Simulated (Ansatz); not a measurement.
**BAs: stable or not**

It was relaxed at this level from a cell as deposited in COD.

The calculation used Ansatz 0.2.0, DFT PBE, scalar-relativistic, plane waves, PAW. The final run on the 2-atom cell used 420 eV, a Γ-centred 10×10×10 mesh, 0.02 eV smearing and no spin polarisation.

```xyz
2
Lattice="0.0000 2.4044 2.4044 2.4044 0.0000 2.4044 2.4044 2.4044 0.0000" Properties=species:S:1:pos:R:3 pbc="T T T"
B     0.0000    0.0000    0.0000
As    3.6066    3.6066    3.6066
```

Formation energies are uncorrected and refer to the elements' standard structures at the same level.

Question: These tests were run: energy against the elements; phonons at Γ. What do they show?

Answer:

| test | result |
| --- | --- |
| energy against the elements | −0.027 eV/atom |
| phonons at Γ | lowest optical mode 677 cm⁻¹ |

It fails none of these tests outright. Competing phases weren't compared here. Phonons away from Γ weren't computed. Undecided within the accuracy: energy against the elements.

The reference form of As is held partly by dispersion forces, which this level lacks. The run for the phonons used a 10×10×10 k mesh.
